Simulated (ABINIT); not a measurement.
A run of ABINIT 10.8.3 (patched build):

Contents of run.abi:

```
# Datasets
ndtset 4

# Pseudopotentials
pp_dirpath "./"
pseudos "Zr.upf, S.upf"

# Structure
acell 3.6326901 3.6326900994 5.88347307 Angstrom
rprim
     1.0000000000     0.0000000000     0.0000000000
    -0.5000000001     0.8660254037     0.0000000000
     0.0000000000     0.0000000000     1.0000000000
ntypat 2
znucl 40 16
natom 3
typat 1 2 2
chkprim 0
chksymtnons 0
tolsym 1.0e-6
xred
            0.0            0.0            0.0
            1/3            2/3   0.2465113300
            2/3            1/3   0.7534886700

# Plane-wave basis
ecut 33.0
ecutsm 0.5

# k points
kptopt 1
ngkpt 4 4 2
nshiftk 1
shiftk 0.0 0.0 0.0
istwfk *1

# Exchange and correlation
ixc -116133

# Bands and occupations
occopt 1

# SCF cycle
nstep 80
diemac 6.0

# Output
iomode 3
prteig 0
prtebands 0

# Dataset 1: ground state
nband1 12
tolvrs1 1.0e-12
prtden1 1
prtwf1 0

# Dataset 2: empty bands at fixed density
iscf2 -2
getden2 1
nband2 92
nbdbuf2 8
tolwfr2 1.0e-12
nstep2 120
prtden2 0

# Dataset 3: screening
optdriver3 3
getwfk3 2
nband3 84
ecuteps3 5.0
ecutwfn3 20.0
inclvkb3 2
gwcalctyp3 7

# Dataset 4: self-energy
optdriver4 4
getwfk4 2
nband4 20
ecuteps4 5.0
ecutsigx4 33.0
ecutwfn4 33.0
symsigma4 1
gwcalctyp4 7
getscr4 3
gw_qprange4 0
```

Potentials or basis: PseudoDojo NC SR PBEsol v0.4.1 standard.

Run with:

```console
$ abinit run.abi > log 2>&1
```

Hardware: 1 thread of Arm Neoverse V2, with other jobs on the host.

Problem. How long does it take, and how much memory?

Solution. Run time: 120 s on 1 thread of Arm Neoverse V2, on a shared host, peak memory 0.22 GiB. Counts: scf iterations 17, mpi ranks 1, k points 8, bands 92, plane waves 4149.
